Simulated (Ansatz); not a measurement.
# P on Pd(111): change of the work function, part 3 of 4

Aim: the work function of Pd(111) at several coverages of P (fcc site), and the dipole that each adsorbate carries.

Ansatz 0.2.0; plane-wave DFT, PBE, Ansatz PAW.

So far, work function, upper face (eV): step 2 (the clean slab) 5.27; step 3 (37 atoms, coverage 0.111 ML, cell 3x3) 5.19.

### Step 4. Adsorbate added, k-mesh 6×6×1, coverage 0.25 ML

System of this step: PPd16 (P/Pd(111)). The cell holds 17 atoms: 16 Pd and 1 P. Cell: a = 5.501 Å, b = 5.501 Å, c = 26.818 Å, α = 90.0°, β = 90.0°, γ = 60.0°. Vacuum lies along c.

Another coverage, to see how the dipoles act on each other as their distance changes.

Contents of input.yaml:

```yaml
crystal:
  lattice:
    - [5.5012907577, 0.0, 0.0]
    - [2.7506453788, 4.7642575497, 0.0]
    - [0.0, 0.0, 26.8179875262]
  atoms:
    - { symbol: Pd, position: [0.0, 0.0, 0.3355956517] }
    - { symbol: Pd, position: [0.1666666667, 0.1666666667, 0.4193414042] }
    - { symbol: Pd, position: [0.3333333333, 0.3333333333, 0.5048807176] }
    - { symbol: Pd, position: [0.0, 0.0, 0.5907833437] }
    - { symbol: Pd, position: [0.0, 0.5, 0.3355956517] }
    - { symbol: Pd, position: [0.1666666667, 0.6666666667, 0.4193414042] }
    - { symbol: Pd, position: [0.3333333333, 0.8333333333, 0.5048807176] }
    - { symbol: Pd, position: [0.0, 0.5, 0.5907833437] }
    - { symbol: Pd, position: [0.5, 0.0, 0.3355956517] }
    - { symbol: Pd, position: [0.6666666667, 0.1666666667, 0.4193414042] }
    - { symbol: Pd, position: [0.8333333333, 0.3333333333, 0.5048807176] }
    - { symbol: Pd, position: [0.5, 0.0, 0.5907833437] }
    - { symbol: Pd, position: [0.5, 0.5, 0.3355956517] }
    - { symbol: Pd, position: [0.6666666667, 0.6666666667, 0.4193414042] }
    - { symbol: Pd, position: [0.8333333333, 0.8333333333, 0.5048807176] }
    - { symbol: Pd, position: [0.5, 0.5, 0.5907833437] }
    - { symbol: P, position: [0.1666666667, 0.1666666667, 0.6644043483] }
kpoints:
  mp_grid: { grid: [6, 6, 1] }
hamiltonian:
  xc: pbe
scf:
  occupations: { method: fermi_dirac, width: 0.1 }
  convergence: { dr2_threshold: 1.0e-08 }
efield:
  axis: 3
  dipole_correction: true
  ramp_position: 0.97
  ramp_width: 0.06
relax:
  f_tol: 0.02
  max_steps: 60
  constraints: [{ sites: [0, 1, 4, 5, 8, 9, 12, 13] }]
output:
  dos: { projected: true, e_range: [-8, 4] }
  write_potential: true
  write_density: true
  volumetric_format: npy
  elf: true
```

On the command line:

```bash
$ ansatz run input.yaml --threads 4 --pin off --max-ram 16384MiB --backend cpu --events-out ev --progress --plain --runs-dir out
```

Numbers of over 12 decimals in the logs are rounded to 6 here.

The log of the run:

```text
[...]
Crystal: 17 atoms, lattice volume = 702.888 Å³
Basis set: ecut = 420 eV, 13691 PW (Γ), exchange–correlation on 80×80×360 points (8 copies of the dense FFT grid, shifted against one another)
Bands: 176, of which v1, the nominal top of the filled ones, is band 147 counted from 1 (146 counted from 0)
Symmetry: 6 space group operations
[...]
k-points: 7 of 36 (time reversal used)
[...]
SCF iter   1: F=—  HF=-112318.160963 eV  |F-HF|=—  |Δ(HF+E_count)|=         —  Δρ=8.42e-3  dr2=3.88e0  ethr=1.77e-3  p=0.032 e·Å  D=8.33e-3 V/Å  ΔV_dip=-0.22 eV  dr2_dipole=2.46e-1  V_vac-E_F(+/−)=4.72/4.94 eV  ⟨swp⟩=7.6  Hψ=5504  notcnv=0  defer=49
[...]
SCF iter  13: F=-112318.061208 eV  HF=-112318.061208 eV  |F-HF|=2.04e-8  |Δ(HF+E_count)|=   1.27e-9  Δρ=6.34e-7  dr2=6.70e-9  ethr=3.41e-12  p=0.020 e·Å  D=5.23e-3 V/Å  ΔV_dip=-0.14 eV  dr2_dipole=4.95e-10  V_vac-E_F(+/−)=5.08/5.22 eV  ⟨swp⟩=16.9  Hψ=9390  notcnv=0
SCF 1 converged in 13 iterations: F = -112318.061208 eV  dr2 = 6.70e-9
[...]
relax step   1: F+E_penalty+E_count = -112318.06120810 eV  Δ(F+E_penalty+E_count) = +0.000e0 eV  max|allowed force component| = 3.721e0 eV/Å  Δτ_max = 0.0000 Å  (13 SCF iters, accepted)
[...]
SCF iter  11: F=-112318.815591 eV  HF=-112318.815591 eV  |F-HF|=2.21e-8  |Δ(HF+E_count)|=   9.30e-8  Δρ=7.04e-7  dr2=5.93e-9  ethr=3.41e-12  p=0.022 e·Å  D=5.61e-3 V/Å  ΔV_dip=-0.15 eV  dr2_dipole=1.98e-10  V_vac-E_F(+/−)=5.08/5.23 eV  ⟨swp⟩=14.4  Hψ=9158  notcnv=0
SCF 2 converged in 11 iterations: F = -112318.815591 eV  dr2 = 5.93e-9
relax step   2: F+E_penalty+E_count = -112318.81559123 eV  Δ(F+E_penalty+E_count) = -7.544e-1 eV  max|allowed force component| = 2.088e0 eV/Å  Δτ_max = 0.1998 Å  (11 SCF iters, accepted)
SCF iter   1: F=—  HF=-112319.015603 eV  |F-HF|=—  |Δ(HF+E_count)|=         —  Δρ=3.42e-3  dr2=8.68e-2  ethr=3.87e-4  p=0.022 e·Å  D=5.61e-3 V/Å  ΔV_dip=-0.15 eV  dr2_dipole=2.96e-3  V_vac-E_F(+/−)=5.08/5.23 eV  ⟨swp⟩=6.7  Hψ=4109  notcnv=0  defer=93
[...]
SCF iter  11: F=-112319.001051 eV  HF=-112319.001051 eV  |F-HF|=2.05e-8  |Δ(HF+E_count)|=   8.85e-8  Δρ=6.35e-7  dr2=3.88e-9  ethr=3.41e-12  p=0.024 e·Å  D=6.09e-3 V/Å  ΔV_dip=-0.16 eV  dr2_dipole=8.47e-12  V_vac-E_F(+/−)=5.07/5.24 eV  ⟨swp⟩=14.7  Hψ=8924  notcnv=0
SCF 3 converged in 11 iterations: F = -112319.001051 eV  dr2 = 3.88e-9
relax step   3: F+E_penalty+E_count = -112319.00105112 eV  Δ(F+E_penalty+E_count) = -1.855e-1 eV  max|allowed force component| = 5.812e-1 eV/Å  Δτ_max = 0.1997 Å  (11 SCF iters, accepted)
[...]
relax step   4: F+E_penalty+E_count = -112319.01418749 eV  Δ(F+E_penalty+E_count) = -1.314e-2 eV  max|allowed force component| = 1.045e-1 eV/Å  Δτ_max = 0.0223 Å  (9 SCF iters, accepted)
SCF iter   1: F=—  HF=-112319.014834 eV  |F-HF|=—  |Δ(HF+E_count)|=         —  Δρ=3.81e-4  dr2=7.65e-4  ethr=2.66e-6  p=0.021 e·Å  D=5.43e-3 V/Å  ΔV_dip=-0.15 eV  dr2_dipole=3.70e-5  V_vac-E_F(+/−)=5.09/5.23 eV  ⟨swp⟩=3.0  Hψ=2215  notcnv=0  defer=56
[...]
SCF iter   8: F=-112319.015166 eV  HF=-112319.015166 eV  |F-HF|=1.51e-8  |Δ(HF+E_count)|=   6.79e-8  Δρ=7.86e-7  dr2=8.71e-9  ethr=3.41e-12  p=0.022 e·Å  D=5.58e-3 V/Å  ΔV_dip=-0.15 eV  dr2_dipole=1.49e-11  V_vac-E_F(+/−)=5.08/5.23 eV  ⟨swp⟩=10.9  Hψ=8767  notcnv=0
SCF 5 converged in 8 iterations: F = -112319.015166 eV  dr2 = 8.71e-9
relax step   5: F+E_penalty+E_count = -112319.01516616 eV  Δ(F+E_penalty+E_count) = -9.787e-4 eV  max|allowed force component| = 4.357e-3 eV/Å  Δτ_max = 0.0050 Å  (8 SCF iters, accepted)
[...]
SCF converged after 8 iterations
Free energy (F): -112319.015166 eV
[...]
Internal energy: -112318.136139 eV  (E = F + TS)
E sigma→0 (E₀):  -112318.575652 eV
Entropy (-TS):   -0.879027 eV (-51.707 meV/atom)
Fermi energy:    3.565399 eV
Dipole field:    D = 0.005574 V/Å  (p = 0.021653 e·Å, saw-weighted, corrected)
Work function:   Φ+ = 5.0840 eV   Φ− = 5.2335 eV
[...]
--- Forces (eV/Å), atoms counted from 1 ---
  atom   1  Pd    -0.00203621    -0.00117561    -0.32091122
  atom   2  Pd     0.00000000     0.00000000     0.40146108
  atom   3  Pd     0.00208105     0.00120149    -0.00285526
  atom   4  Pd     0.00377291     0.00217829     0.00297199
  atom   5  Pd    -0.00000000     0.00235121    -0.32091122
  atom   6  Pd    -0.00732857     0.00423115     0.29101288
  atom   7  Pd     0.00000000    -0.00240299    -0.00285526
  atom   8  Pd     0.00000000    -0.00435658     0.00297199
  atom   9  Pd     0.00203621    -0.00117561    -0.32091122
  atom  10  Pd     0.00000000    -0.00846230     0.29101288
  atom  11  Pd    -0.00208105     0.00120149    -0.00285526
  atom  12  Pd    -0.00377291     0.00217829     0.00297199
  atom  13  Pd    -0.00000000     0.00000000    -0.30904711
  atom  14  Pd     0.00732857     0.00423115     0.29101288
  atom  15  Pd     0.00000000    -0.00000000    -0.00334233
  atom  16  Pd    -0.00000000     0.00000000     0.00423268
  atom  17  P      0.00000000    -0.00000000    -0.00386609
  max |Σ_I F_I| component: 9.34e-5 eV/Å
--- Band table (eV; the first three rows and the last of 7) ---
  k-point 0: bands = [... 143 lower, 3.7479, 3.7490, 3.8818, 3.9010, 3.9010, 3.9071, 4.2312, 4.2312, ... 25 higher]
  k-point 1: bands = [... 143 lower, 3.4944, 3.5799, 3.6567, 3.6975, 3.7087, 3.8182, 4.1341, 4.3973, ... 25 higher]
  k-point 2: bands = [... 143 lower, 3.3275, 3.4233, 3.4368, 3.4890, 3.5444, 3.6868, 3.6980, 4.1856, ... 25 higher]
  k-point 6: bands = [... 143 lower, 3.2673, 3.2840, 3.2913, 3.3086, 3.3217, 3.3848, 3.3860, 3.4086, ... 25 higher]
--- Relaxed structure (5 steps of the walk, 5 accepted, 0 SCFs on fresh bases) ---
  F+E_penalty+E_count = -112319.01516616 eV   max|allowed force component| = 4.357e-3 eV/Å
  atoms:
[...]
- { symbol: Pd, position: [0.166667, 0.166667, 0.419341] }
    - { symbol: Pd, position: [0.333505, 0.333505, 0.505434] }
    - { symbol: Pd, position: [-0.00318088, -0.00318088, 0.593190] }
    - { symbol: Pd, position: [0.0, 0.500000, 0.335596] }
    - { symbol: Pd, position: [0.166667, 0.666667, 0.419341] }
    - { symbol: Pd, position: [0.333505, 0.832991, 0.505434] }
    - { symbol: Pd, position: [-0.00318088, 0.506362, 0.593190] }
    - { symbol: Pd, position: [0.500000, -1.7959490104491818e-17, 0.335596] }
    - { symbol: Pd, position: [0.666667, 0.166667, 0.419341] }
    - { symbol: Pd, position: [0.832991, 0.333505, 0.505434] }
    - { symbol: Pd, position: [0.506362, -0.00318088, 0.593190] }
    - { symbol: Pd, position: [0.5, 0.500000, 0.335596] }
    - { symbol: Pd, position: [0.666667, 0.666667, 0.419341] }
    - { symbol: Pd, position: [0.833333, 0.833333, 0.505588] }
    - { symbol: Pd, position: [0.5, 0.500000, 0.591976] }
    - { symbol: P, position: [0.166667, 0.166667, 0.650415] }
```

The job ended after 2.3 min (4 threads of Arm Neoverse V1, shared host; peak memory 2.9 GiB; 9.2 min of CPU time).

Step by step:

| step | energy less that of the first step (eV) | largest force component (eV/Å) |
| --- | --- | --- |
| 1 | 0.0000 | 3.7207 |
| 2 | -0.7544 | 2.0876 |
| 3 | -0.9398 | 0.5812 |
| 4 | -0.9530 | 0.1045 |
| 5 | -0.9540 | 0.0044 |

The run keeps the 6 symmetry operations that it works with, so distortions that break them were not tested.

The atoms that moved most (Å):

```
atom      dx      dy      dz  length
 P17   0.000   0.000  -0.375   0.375
 Pd4  -0.026  -0.015   0.065   0.071
Pd12   0.026  -0.015   0.065   0.071
 Pd8   0.000   0.030   0.065   0.071
Pd16   0.000   0.000   0.032   0.032
Pd15   0.000   0.000   0.019   0.019
Pd11  -0.001   0.001   0.015   0.015
 Pd3   0.001   0.001   0.015   0.015
```

The relaxed structure:

```xyz
17
Lattice="5.5013 0.0000 0.0000 2.7506 4.7643 0.0000 0.0000 0.0000 26.8180" Properties=species:S:1:pos:R:3
Pd    0.0000    0.0000    9.0000
Pd    1.3753    0.7940   11.2459
Pd    2.7521    1.5889   13.5547
Pd   -0.0262   -0.0152   15.9082
Pd    1.3753    2.3821    9.0000
Pd    2.7506    3.1762   11.2459
Pd    4.1260    3.9686   13.5547
Pd    1.3753    2.4124   15.9082
Pd    2.7506    0.0000    9.0000
Pd    4.1260    0.7940   11.2459
Pd    5.4999    1.5889   13.5547
Pd    2.7769   -0.0152   15.9082
Pd    4.1260    2.3821    9.0000
Pd    5.5013    3.1762   11.2459
Pd    6.8766    3.9702   13.5588
Pd    4.1260    2.3821   15.8756
P     1.3753    0.7940   17.4428
```

Numbers from this step:

```
energy at zero smearing        : -112318.5757 eV
work function, upper face      : 5.084 eV
work function, lower face      : 5.234 eV
dipole along the normal        : 0.02165 e·Å
step between the vacuum levels : -0.1495 eV
```

The density of states has structure finer than the step of the table below, so its rows give means over 0.25 eV, whole bins alone (the curve runs from -8 to 1.98 eV). Peaks (eV: height): -3.520: 84.1, -2.800: 55.0, -2.560: 64.8, -2.440: 55.9, -2.230: 62.1, -1.560: 49.0, -0.240: 55.1.

Table of density of states by energy, zero at the Fermi level; means over each step:

```
energy (eV)  density of states (states/eV a cell)
      -6.75                                     0
      -6.50                                 0.382
      -6.25                                  1.02
      -6.00                                  1.16
      -5.75                                  1.45
      -5.50                                  4.00
      -5.25                                  8.40
      -5.00                                  10.7
      -4.75                                  25.8
      -4.50                                  31.0
      -4.25                                  36.8
      -4.00                                  33.2
      -3.75                                  19.6
      -3.50                                  29.8
      -3.25                                  27.2
      -3.00                                  30.1
      -2.75                                  38.6
      -2.50                                  39.8
      -2.25                                  42.7
      -2.00                                  32.4
      -1.75                                  28.5
      -1.50                                  32.9
      -1.25                                  32.4
      -1.00                                  34.2
      -0.75                                  32.2
      -0.50                                  31.8
      -0.25                                  41.3
       0.00                                  26.7
       0.25                                  12.1
       0.50                                  6.38
       0.75                                  7.96
       1.00                                  7.32
       1.25                                  4.10
       1.50                                  3.23
       1.75                                  4.46
```

Projected DOS per atom over height of the atomic layer and energy from the Fermi level. Layers: Pd4 Pd4 Pd4 Pd4 P from below.

Values in states/eV, 22 rows by 5 columns, each cell a mean:
```
0.04 0.03 0.04 0.08 0.39
0.06 0.05 0.06 0.08 0.39
0.10 0.12 0.16 0.33 1.52
0.27 0.20 0.27 0.40 1.19
2.19 2.40 1.83 0.81 0.56
2.21 1.99 1.98 1.41 0.62
2.44 1.66 1.93 1.97 0.55
2.09 1.43 2.12 1.86 0.59
2.27 1.48 1.51 1.97 0.68
2.80 2.36 2.23 2.16 0.57
1.98 2.22 1.99 2.11 0.45
1.19 1.28 1.79 1.72 0.52
1.48 1.51 1.61 1.74 0.63
1.75 2.58 1.88 1.81 0.63
0.78 2.13 1.86 1.71 1.35
0.11 0.31 0.47 1.05 0.98
0.02 0.04 0.06 0.31 0.53
0.01 0.01 0.01 0.02 0.05
0.00 0.00 0.00 0.00 0.01
0.00 0.00 0.00 0.00 0.00
0.00 0.00 0.00 0.00 0.00
0.00 0.00 0.00 0.00 0.00
```
Columns: height of the atomic layer (Å) from 9 to 17.4 (not evenly spaced); rows upwards: energy from the Fermi level (eV) from -7.96 to 1.95.

Electrostatic potential energy in the ca plane at fractional y = 0.167, with atoms of Pd and P within 0.2 Å of it. With pseudopotentials it is smooth inside the atoms' cores, unlike the true potential.

Ten even steps from '0' (-45 eV) to '9' (9 eV), each cell a mean:
```
64689988899875578986568889999999999999999999
64689988899875578986568999999999999999999999
77789864579987789987789999999999999999999999
98998610148998899998899999999999999999999999
99998400027999999999999999999999999999999999
99998500037999999999999999999999999999999999
88899731368988889998889999999999999999999999
65689987789976679986568999999999999999999999
54589998999874478985468999999999999999999999
75789987789976679987678878899999999999999999
88899732368988889998887423799999999999999999
99998500037999999999985000489999999999999999
99998400027999999999984000389999999999999999
98898610148998899998886201589999999999999999
76789864579987789987777656899999999999999999
```
Columns run along c (16.0 Å, from fractional 0.32 to 0.92 of the cell; values clipped at the 3rd and 97th percentile), rows up along a (5.5 Å). Atoms in or near the plane, at fractional coordinates: Pd at (0.42, 0.17), Pd at (0.42, 0.67), P at (0.65, 0.17).

ELF in the ca plane at fractional y = 0.167, with atoms of Pd and P within 0.2 Å of it. It is the smooth field of the valence electrons, not physical close to the nuclei.

Ten even steps from '0' (0.00) to '9' (0.96), each cell a mean:
```
34321122211234421123433466665310000000000000
34321122221234432123432233321100000000000000
22221234321123321122322111000000000000000000
22222355542222211112222110000000000000000000
22222453442222211112222110000000000000000000
22222354442222211112222110000000000000000000
22222245432222221112222110000000000000000000
33321122221123321123332222110000000000000000
34321112221234432223432345543210000000000000
33321123221123321123333677876421000000000000
22222245432222221112235668998742000000000000
22222454442222211111246304999852100000000000
22222453442222211111245202999853100000000000
22222355542222211111236536999752000000000000
23221234321122221122234778988631000000000000
```
Columns run along c (16.0 Å, from fractional 0.32 to 0.92 of the cell), rows up along a (5.5 Å). Atoms in or near the plane, at fractional coordinates: Pd at (0.42, 0.17), Pd at (0.42, 0.67), P at (0.65, 0.17).

Valence density in the ca plane at fractional y = 0.167, with atoms of Pd and P within 0.2 Å of it. It is the smooth field of the valence electrons, not physical close to the nuclei.

Values in units of 1e0 e/Å³, 8 rows by 16 columns, each cell a mean:
```
1.5 0.4 0.3 0.3 0.8 1.1 0.4 1.4 0.3 0.1 0.0 0.0 0.0 0.0 0.0 0.0
0.6 0.3 2.9 1.3 0.4 0.5 0.3 0.6 0.1 0.0 0.0 0.0 0.0 0.0 0.0 0.0
0.2 0.4 9.3 4.3 0.2 0.2 0.1 0.2 0.1 0.0 0.0 0.0 0.0 0.0 0.0 0.0
0.6 0.3 3.3 1.5 0.4 0.4 0.2 0.6 0.1 0.0 0.0 0.0 0.0 0.0 0.0 0.0
1.5 0.4 0.3 0.3 0.8 1.1 0.4 1.4 0.3 0.1 0.0 0.0 0.0 0.0 0.0 0.0
0.6 0.3 2.9 1.3 0.4 0.5 0.2 0.6 0.6 0.4 0.1 0.0 0.0 0.0 0.0 0.0
0.2 0.4 9.4 4.3 0.2 0.2 0.1 0.3 0.5 0.5 0.1 0.0 0.0 0.0 0.0 0.0
0.6 0.3 3.3 1.5 0.4 0.4 0.2 0.6 0.6 0.4 0.1 0.0 0.0 0.0 0.0 0.0
```
Columns run along c (16.0 Å, from fractional 0.32 to 0.92 of the cell), rows up along a (5.5 Å). Atoms in or near the plane, at fractional coordinates: Pd at (0.42, 0.17), Pd at (0.42, 0.67), P at (0.65, 0.17).

The relaxation took 5 steps and lowered the energy by 0.95 eV; the largest force on the free atoms ends at 0.0044 eV/Å.

By hand: a sheet of dipoles makes a step −p/(ε₀A) in the electron's potential. With e/ε₀ = 180.95 V·Å, p = 0.02165 e·Å and A = 26.21 Å², that is −180.95 × (0.02165) / 26.21 = -0.149 eV, and the two vacuum levels of the run differ by -0.149 eV.

The covered face has 5.08 eV, -0.18 eV against the clean one; the bare back face has moved by -0.02 eV, a measure of how thin the slab is.

(Continued in part 4 of 4.)

[Logs are printed without paths, hosts, clocks, repeated set-up lines and the standing remarks that a program may print on its own settings, such as how far it seeks lower states.]

[Hosts, paths, dates, database ids (printed as entryN), source tags and the programs' standing remarks are cut or masked in the printed files.]

[Maps of the electrostatic potential energy from Ansatz leave out the sawtooth potential of an applied field or a dipole correction, so their vacuum need not be flat; planar profiles and work functions include it.]

[The density of states shown here was stored with 400 of the rows of the run's finer table, so its peaks can read low, often by over a quarter, or be missed, and its means over a window can be off by a tenth or more.]
